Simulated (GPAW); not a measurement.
The system is Al.

```xyz
1
Lattice="0.0000 2.0248 2.0248 2.0248 0.0000 2.0248 2.0248 2.0248 0.0000" Properties=species:S:1:pos:R:3 pbc="T T T"
Al    0.0000    0.0000    0.0000
```

| Item | Value |
| --- | --- |
| Program | GPAW 26.7.0 |
| Task | relaxation of cell and atoms |
| Functional | PBEsol |
| Dispersion | D3(BJ) |
| Potentials or basis | PAW data sets generated in the run's folder for this functional |
| Cutoff | 600 eV |
| Basis | pw |
| k mesh | 11 × 11 × 11 |
| Occupations | fermi-dirac, width 0.05 eV |
| Spin | no spin polarisation |

At the start: pressure -4.9 GPa; volume 16.60 Å³/atom.

Problem. Where does the relaxation end?

Solution. Over 3 steps the energy falls by 15.7 meV/atom and the volume is 15.58 Å³/atom (-6.2 %); space group Fm-3m (No. 225, to 0.05 Å).

The path:
```tsv
step	energy change (eV)	largest force (eV/Å)	pressure (GPa)	volume (Å³)
1	0.0000	0.0000	-4.88	16.60
2	-0.0091	0.0000	-3.29	16.25
3	-0.0157	0.0000	0.27	15.58
```

Final structure:
```
CELL_PARAMETERS angstrom
0.00000 1.98228 1.98228
1.98228 0.00000 1.98228
1.98228 1.98228 0.00000
ATOMIC_POSITIONS crystal
Al 0.00000 0.00000 0.00000
```

The cell as given is a measured one (16.60 Å³/atom); PBEsol+D3(BJ) puts the equilibrium volume -6.2 % from it, thermal expansion not counted.

Caveat: later steps reuse the first step's grids; pairwise dispersion overbinds metals, which lowers pressure and volume.
